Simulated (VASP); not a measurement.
Crystal: Cu3Au (Auricupride).

```
CELL_PARAMETERS angstrom
3.74000 0.00000 0.00000
0.00000 3.74000 0.00000
0.00000 0.00000 3.74000
ATOMIC_POSITIONS crystal
Au 0.00000 0.00000 0.00000
Cu 0.50000 0.50000 0.00000
Cu 0.50000 0.00000 0.50000
Cu 0.00000 0.50000 0.50000
```

Base run:

```yaml
Program: VASP 6.6.1
Functional: TPSS
Potentials_or_basis: VASP PAW PBE potentials, release 64 (Au, Cu)
Cutoff: 520 eV
k_mesh: 7 × 7 × 7
Occupations: fermi-dirac, width 0.05 eV
Spin: no spin polarisation
```

Its results: pressure -0.5 GPa.

Q: The run is repeated on the same cell with these changes: functional from TPSS to revTPSS. What comes out?

A: Pressure -4.0 GPa.

Caveats: the PAW data sets were made with another functional, which shifts forces and pressure a little.
